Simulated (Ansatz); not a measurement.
## Se started in the widest void in wurtzite CdSe, 97 atoms, charge 0

All numbers come from Ansatz (PAW, plane waves, no spin–orbit coupling) at the single k point (¼, ¼, ¼) without its symmetry partners. The atoms were relaxed with PBEsol in a fixed cell; other functionals are single points on those atoms unless said otherwise. The valence top and gap of the host come from its small cell on a dense mesh, with the band extrema sought between the mesh points, lined up by the mean potential, PBEsol gap 0.54 eV, HSE06 gap 1.61 eV.

Relaxed structure:

```
Cd Se
1.0
    12.90667    0.00000    0.00000
     0.00000   14.90334    0.00000
     0.00000    0.00000   14.04153
Cd Se
48 49
Cartesian
  12.8880 2.4372 0.0518
  12.8561 2.5019 7.0027
  4.2718 2.4811 0.0240
  4.2549 2.4951 7.0033
  2.1438 6.2387 0.0253
  2.0321 6.2051 7.0459
  0.0168 9.9616 0.0010
  12.8944 9.9233 7.0443
  8.5656 2.4328 14.0213
  8.5362 2.4535 6.9885
  6.4142 6.2370 14.0067
  6.3709 6.1775 6.9905
  4.2970 9.9222 0.0045
  4.2981 9.9123 7.0286
  2.1432 13.6661 0.0199
  2.1171 13.6529 7.0136
  10.7325 6.2228 14.0090
  10.5255 6.1723 6.6934
  8.5684 9.9702 14.0340
  8.6271 9.9086 7.0629
  6.4210 13.6565 0.0163
  6.4098 13.6255 7.0123
  10.7311 13.6704 0.0258
  10.7271 13.6487 7.0167
  2.1274 1.2399 3.5343
  2.1573 1.2929 10.5423
  12.8479 4.9644 3.4928
  0.1564 4.8529 10.6854
  6.4067 1.2273 3.5200
  6.3770 1.1951 10.5288
  4.2495 4.9724 3.5148
  4.2850 4.9666 10.5669
  2.1328 8.6950 3.5323
  2.1894 8.7497 10.5155
  12.8878 12.4278 3.5173
  0.0570 12.6303 10.5665
  10.7207 1.2276 3.5313
  10.7351 1.2512 10.5396
  8.5057 4.9318 3.3301
  8.3892 4.7663 10.6109
  6.4415 8.6970 3.5401
  6.5558 8.7047 10.4925
  4.2747 12.4010 3.5119
  4.2979 12.3981 10.5477
  10.7328 8.7274 3.4496
  10.9596 8.9733 10.6274
  8.5743 12.4168 3.5339
  8.5956 12.4774 10.5378
  12.8727 2.4647 2.6715
  12.8873 2.4760 9.6529
  4.2687 2.4865 2.6519
  4.2906 2.5162 9.6442
  2.0989 6.2160 2.6526
  2.2112 6.2566 9.6732
  0.0034 9.9504 2.6305
  0.1693 10.1963 9.6542
  8.5664 2.4179 2.6014
  8.5452 2.3804 9.6283
  6.3656 6.2397 2.5924
  6.3560 6.2272 9.6270
  4.2868 9.9198 2.6420
  4.3740 9.9371 9.6591
  2.1353 13.6662 2.6513
  2.2272 13.7431 9.6462
  10.6957 6.2161 2.6104
  11.9285 6.7999 9.4094
  8.5630 9.9494 2.6234
  8.6996 10.0090 9.6987
  6.4229 13.6491 2.6485
  6.4269 13.6436 9.6469
  10.7261 13.6522 2.6560
  10.7527 13.6975 9.6534
  2.0998 1.2419 6.1640
  2.1301 1.2425 13.1757
  12.7962 4.9720 6.1278
  12.9016 4.9359 13.2701
  6.3791 1.2042 6.1496
  6.3989 1.2285 13.1605
  4.1893 4.9725 6.1423
  4.2695 4.9605 13.1884
  2.1336 8.6847 6.1659
  2.1425 8.6998 13.1565
  12.8763 12.4142 6.1470
  12.8887 12.4537 13.1896
  10.7096 1.2331 6.1616
  10.7394 1.2409 13.1673
  8.3917 4.8506 5.9483
  8.5689 4.9407 13.1970
  6.4621 8.6813 6.1722
  6.4489 8.7075 13.1332
  4.2578 12.3920 6.1459
  4.2777 12.4090 13.1819
  10.7561 8.7256 6.0800
  10.7444 8.7289 13.2134
  8.5739 12.3983 6.1660
  8.5816 12.4516 13.1748
  9.5276 6.5755 9.1617
```

Chemical potentials μ are those of reference phases of the elements at zero temperature by the same functional (the usual solids, diamond for C, grey Sn, and the molecules H2, N2, O2, F2, Cl2, Br2 and S8).

```tsv
functional	E(defect) − E(host) − Σ nμ + q·E_VBM (eV)	monopole (eV)	alignment (eV)	formation energy at E_F = VBM (eV)	moment (μB)	wall time, shared host
PBEsol	1.38	0.00	0.00	1.38	0 (no spin)	26 s on NVIDIA GB200 (relaxation)
```

Question: Estimate the formation energy and moment that HSE06 gives on these atoms.

Answer: 1.67 eV at E_F = VBM, moment 0 (no spin).

HSE06 one-electron levels near the gap (the ten most localised at most), from the host's valence top:

| level (eV) | spin | filling | atoms sharing it | element of the atom with most weight |
| --- | --- | --- | --- | --- |
| -0.19 | both | 2.00 | 64.5 | spread |
| -0.11 | both | 2.00 | 62.0 | spread |
| -0.01 | both | 2.00 | 11.6 | Se |
| 0.32 | both | 2.00 | 5.5 | Se |

All elements are taken at their own reference at once; growth conditions in equilibrium with the host shift these energies, by up to the host's formation enthalpy.

One k point and a cell of this size can leave errors of several tenths of an eV in such numbers.
